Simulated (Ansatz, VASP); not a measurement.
# CdTe in VASP and in Ansatz

File POSCAR:

```
CdTe
1.0
    4.8347382993      0.0000000000      0.0000000000
   -2.4173691497      4.1870061878      0.0000000000
    0.0000000000      0.0000000000      6.5553497654
Cd Te
2 2
Direct
    0.3333333333      0.6666666667      0.2500000000
    0.6666666667      0.3333333333      0.7500000000
    0.6666666667      0.3333333333      0.2500000000
    0.3333333333      0.6666666667      0.7500000000
```

The input INCAR.step1:

```
SYSTEM = CdTe
ALGO     = Normal         ! electronic algorithm
EDIFF    = 1E-4           ! SCF threshold, eV
ENCUT    = 520            ! plane-wave cutoff, eV
GGA      = PE             ! functional
ISMEAR   = -1             ! smearing method
LASPH    = .True.         ! aspherical terms in the spheres
LCHARG   = .False.        ! write CHGCAR
LREAL    = .False.        ! projectors in reciprocal space
LWAVE    = .True.         ! write WAVECAR
NBANDS   = 26             ! bands
NELM     = 80             ! most SCF steps
PREC     = Accurate       ! precision mode
SIGMA    = 0.02           ! smearing width, eV
```

INCAR.step2

```
SYSTEM = CdTe
ALGO     = Normal         ! electronic algorithm
EDIFF    = 1E-7           ! SCF threshold, eV
ENCUT    = 520            ! plane-wave cutoff, eV
ISIF     = 2              ! what is computed and relaxed
ISMEAR   = -1             ! smearing method
ISTART   = 1            
LASPH    = .True.         ! aspherical terms in the spheres
LCHARG   = .False.        ! write CHGCAR
LMIXTAU  = .True.       
LREAL    = .False.        ! projectors in reciprocal space
LWAVE    = .False.        ! write WAVECAR
METAGGA  = R2SCAN         ! meta-GGA
NBANDS   = 26             ! bands
NELM     = 80             ! most SCF steps
PREC     = Accurate       ! precision mode
SIGMA    = 0.02           ! smearing width, eV
```

Contents of KPOINTS:

```
k-points
0
Gamma
  6 6 4
  0 0 0
```

Input for Ansatz:

```yaml
crystal:
  lattice:
    - [4.8347382993, 0.0, 0.0]
    - [-2.4173691497, 4.1870061878, 0.0]
    - [0.0, 0.0, 6.5553497654]
  atoms:
    - { symbol: Cd, position: [0.3333333333, 0.6666666667, 0.25] }
    - { symbol: Cd, position: [0.6666666667, 0.3333333333, 0.75] }
    - { symbol: Te, position: [0.6666666667, 0.3333333333, 0.25] }
    - { symbol: Te, position: [0.3333333333, 0.6666666667, 0.75] }
kpoints:
  mp_grid: { grid: [6, 6, 4] }
hamiltonian:
  xc: r2scan
scf:
  occupations: { method: fermi_dirac, width: 0.02 }
  n_extra_bands: 5
output:
  forces: true
  stress: true
  eigenvalues: true
```

Alike in both runs: task single point; functional r2SCAN; k mesh 6 × 6 × 4; occupations fermi-dirac, width 0.02 eV; no spin polarisation.

```csv
,VASP,Ansatz
version,VASP 6.6.1,Ansatz 0.2.0
potentials or method,"VASP PAW PBE potentials, release 64 (Cd, Te)","plane waves, PAW"
plane-wave cutoff (eV),520,500
valence electrons in the cell,36,72
```

|  | VASP | Ansatz | Ansatz less VASP |
| --- | --- | --- | --- |
| pressure (GPa) | 1.5 | 1.4 | -0.15 |
| largest component of the traceless stress (GPa) | 0.40 | 0.37 | -0.029 |

The two sets of potentials don't hold the same shells in valence.

Caveats: the PAW data sets were made with another functional, which shifts forces and pressure a little (VASP); spin-orbit coupling is left out, which moves the levels of the heavy elements.
